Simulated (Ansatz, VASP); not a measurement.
Two plane-wave programs on AlN

INCAR

```
PREC     = Accurate       # precision mode
ENCUT    = 520            # plane-wave cutoff, eV
EDIFF    = 1E-7           # SCF threshold, eV
ISMEAR   = -1             # smearing method
SIGMA    = 0.02           # smearing width, eV
LREAL    = False          # projectors in reciprocal space
LASPH    = True           # aspherical terms in the spheres
NELM     = 100            # most SCF steps
ALGO     = Normal         # electronic algorithm
ISIF     = 2              # what is computed and relaxed
LWAVE    = False          # write WAVECAR
LCHARG   = False          # write CHGCAR
GGA      = PS             # functional
IVDW     = 12             # dispersion correction
NBANDS   = 16             # bands
```

KPOINTS

```
regular mesh
0
Gamma
  6 6 4
```

Contents of POSCAR:

```
AlN
1.0
    3.3770800214      0.0000000000      0.0000000000
   -1.6885400107      2.9246370276      0.0000000000
    0.0000000000      0.0000000000      4.2696898707
Al N
2 2
Direct
    0.3333333333      0.6666666667      0.7500000000
    0.6666666667      0.3333333333      0.2500000000
    0.3333333333      0.6666666667      0.2500000000
    0.6666666667      0.3333333333      0.7500000000
```

Input for Ansatz:

```yaml
crystal:
  lattice:
    - [3.377080021401071, 0.0, 0.0]
    - [-1.6885400107005355, 2.924637027579437, 0.0]
    - [0.0, 0.0, 4.2696898706623765]
  atoms:
    - { symbol: Al, position: [0.3333333333333333, 0.6666666666666666, 0.75] }
    - { symbol: Al, position: [0.6666666666666666, 0.3333333333333333, 0.25] }
    - { symbol: "N", position: [0.3333333333333333, 0.6666666666666666, 0.25] }
    - { symbol: "N", position: [0.6666666666666666, 0.3333333333333333, 0.75] }
basis:
  ecutwfc: 420.0
kpoints:
  mp_grid:
    grid: [6, 6, 4]
hamiltonian:
  xc: pbesol
  dispersion: d3bj
  pseudopotentials:
    kind: paw
scf:
  convergence:
    dr2_threshold: 1.0e-08
  occupations:
    method: fermi_dirac
    width: 0.02
```

Measurements of this composition are mostly on another form, of space group No. 186.

Alike in both runs: task single point; functional PBEsol; dispersion D3(BJ); k mesh 6 × 6 × 4; occupations fermi-dirac, width 0.02 eV; no spin polarisation.

```csv
,VASP,Ansatz
version,VASP 6.6.1,Ansatz 0.2.0
potentials or method,"VASP PAW PBE potentials, release 64 (Al, N)","plane waves, PAW"
plane-wave cutoff (eV),520,420
valence electrons in the cell,16,16
```

Ansatz gave:

- dispersion energy (meV/atom): -224.1

**Question.** What did VASP give for the same quantities?

**Answer.** Dispersion energy (meV/atom): -224.0.
